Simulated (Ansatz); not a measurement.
# TiO2 (Anatase): properties at the relaxed cell

An exercise on one series of results from a longer session: the logs are not shown, and one member is left open.

Program: Ansatz 0.2.0. Level of theory: DFT PBE, scalar-relativistic, plane waves, PAW. These are calculated values, not measurements.

1 further run of the same task is left out (set aside as unsound or not needed).

### The system as given

The structure is tetragonal, space group I4_1/amd (No. 141). Conventional cell: a = 3.799 Å, b = 3.799 Å, c = 9.697 Å, α = 90.00°, β = 90.00°, γ = 90.00°. Around Ti (site symmetry -4m2) lie 6 O at 1.95 to 2.00 Å. O (site symmetry 2mm) has 3 Ti at 1.95 to 2.00 Å as nearest neighbours.

Structure file:

```xyz
6
Lattice="-1.8996 1.8996 4.8485 1.8996 -1.8996 4.8485 1.8996 1.8996 -4.8485" Properties=species:S:1:pos:R:3 pbc="T T T"
Ti    0.0000    0.0000    0.0000
Ti    0.0000    1.8996    2.4243
O     0.0000    0.0000    2.0024
O     0.0000    1.8996    4.4266
O     0.0000    1.8996    0.4219
O     0.0000    0.0000    7.6946
```

This cell was relaxed beforehand with the same method: volume 11.66 Å³/atom, gap on the mesh 2.13 eV.

The first run:

Contents of input.yaml:

```yaml
crystal:
  lattice:
    - [-1.880418995, 1.880418995, 4.7995287784]
    - [1.880418995, -1.880418995, 4.7995287784]
    - [1.880418995, 1.880418995, -4.7995287784]
  atoms:
    - { symbol: Ti, position: [0.0, 0.0, 0.0] }
    - { symbol: Ti, position: [0.75, 0.25, 0.5] }
    - { symbol: O, position: [0.2064947469, 0.2064947469, 0.0] }
    - { symbol: O, position: [0.9564947469, 0.4564947469, 0.5] }
    - { symbol: O, position: [0.5435052531, 0.0435052531, 0.5] }
    - { symbol: O, position: [0.7935052531, 0.7935052531, 0.0] }
basis:
  ecutwfc: 420
kpoints:
  mp_grid: { grid: [10, 10, 10] }
hamiltonian:
  xc: pbe
scf:
  occupations: { method: gaussian, width: 0.02 }
output:
  forces: true
  stress: true
  eigenvalues: true
relax:
  adjacent_minimum: "off"
  f_tol: 0.01
  max_steps: 30
  cell: { stress_tol: 0.1, fix: [volume] }
```

Started as:

```sh
$ ansatz run input.yaml --threads 2 --pin off --max-ram 5120MiB --backend cpu --events-out ev --progress --plain --runs-dir out
```

Steps of the session up to this table: The cell scaled to 0.97 of its volume; The cell scaled to 1.03 of its volume; Volume × 0.94; Point at V/V0 = 1.06; The cell scaled to 0.91 of its volume; Volume × 1.10; Point at V/V0 = 0.88.

One table of the session follows, with a row left open; its other results are not shown here.

It belongs to the step «Equation of state». 

```
volume (Å³/atom)  energy above the lowest point (meV/atom)  pressure (GPa)  gap on the mesh (eV)
          10.264                                     103.7           25.28                  1.89
          10.614                                      56.6           18.06                  1.99
          10.964                                         ?               ?                     ?
          11.314                                       5.9            5.51                  2.11
          11.664                                       0.0            0.02                  2.13
          12.014                                       5.4           -4.90                  2.14
          12.364                                      20.9           -9.25                  2.12
          12.830                                      55.3          -14.21                  2.08
```

Estimate the missing values for volume (Å³/atom) = 10.964.

Worked estimate for «energy above the lowest point (meV/atom)». A straight line through the neighbours (10.614, 56.6) and (11.314, 5.9) gives 56.6 + (5.9 − 56.6) × (10.964 − 10.614) / (11.314 − 10.614) = 31.2; a parabola fitted to 4 rows on both sides gives 24.4.

The run gave: energy above the lowest point (meV/atom): 24.4; pressure (GPa): 11.58; gap on the mesh (eV): 2.08. In «energy above the lowest point (meV/atom)» the line misses by +6.8 and the parabola by 0.0.

Caveats from the session: The gap on the mesh goes from 1.89 eV at the smallest volume to 2.08 eV at the largest, through a peak of 2.14 eV between.
